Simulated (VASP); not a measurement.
## From an Ansatz input to VASP: PbSe (strained rocksalt)

Ansatz input

```yaml
crystal:
  lattice:
    - [-0.0423291588, 3.0772600829, 3.0772600829]
    - [3.0772600829, -0.0423291588, 3.0772600829]
    - [3.0772600829, 3.0772600829, -0.0423291588]
  atoms:
    - { symbol: Pb, position: [0.0, 0.0, 0.0] }
    - { symbol: Se, position: [0.5, 0.5, 0.5] }
kpoints:
  mp_grid: { grid: [8, 8, 8] }
  band_path:
    path:
      - [0.0, 0.0, 0.0]
      - [0.5, 0.0, 0.5]
      - [0.625, 0.25, 0.625]
      - [0.375, 0.375, 0.75]
      - [0.5, 0.5, 0.5]
      - [0.5, 0.25, 0.75]
      - [0.0, 0.0, 0.5]
    npoints: 1
hamiltonian:
  xc: pbe
scf:
  occupations: { method: fermi_dirac, width: 0.02 }
  n_extra_bands: 4
output:
  forces: true
  stress: true
  eigenvalues: true
```

Task: Translate this input to VASP.

Result: 

INCAR

```
GGA = PE
NBANDS = 17
ISMEAR = -1
NELM = 120
ISIF = 2
NSW = 0
LASPH = .TRUE.
LCHARG = .TRUE.
LWAVE = .FALSE.
SIGMA = 0.02
IBRION = -1
EDIFF = 1E-7
LELF = .TRUE.
ENCUT = 520
LREAL = .FALSE.
PREC = Accurate
```

KPOINTS

```
KPOINTS created by Atomic Simulation Environment
0
Gamma
8 8 8
0 0 0
```

KPOINTS_OPT

```
special points
7
Reciprocal
0.0000000000 0.0000000000 0.0000000000 1
0.5000000000 0.0000000000 0.5000000000 1
0.6250000000 0.2500000000 0.6250000000 1
0.3750000000 0.3750000000 0.7500000000 1
0.5000000000 0.5000000000 0.5000000000 1
0.5000000000 0.2500000000 0.7500000000 1
0.0000000000 0.0000000000 0.5000000000 1
```

POSCAR

```
Pb Se
 1.0000000000000000
    -0.0423291588000000    3.0772600829000001    3.0772600829000001
     3.0772600829000001   -0.0423291588000000    3.0772600829000001
     3.0772600829000001    3.0772600829000001   -0.0423291588000000
 Pb  Se
   1   1
Cartesian
  0.0000000000000000  0.0000000000000000  0.0000000000000000
  3.0560955034999999  3.0560955034999999  3.0560955034999999
```

VASP ran with the recommended PBE PAW datasets (20 valence electrons in the cell). Other inputs would serve too.

|  | Ansatz | VASP |
| --- | --- | --- |
| gap between bands v and c | 0.28 eV | 0.29 eV |
| least direct gap | 0.39 eV | 0.40 eV |
| pressure | 0.5 GPa | 0.5 GPa |

The two codes use different PAW datasets and cutoffs. VASP's cell holds 20 valence electrons and Ansatz's 30. Ansatz's stress includes a Pulay correction; VASP's doesn't.
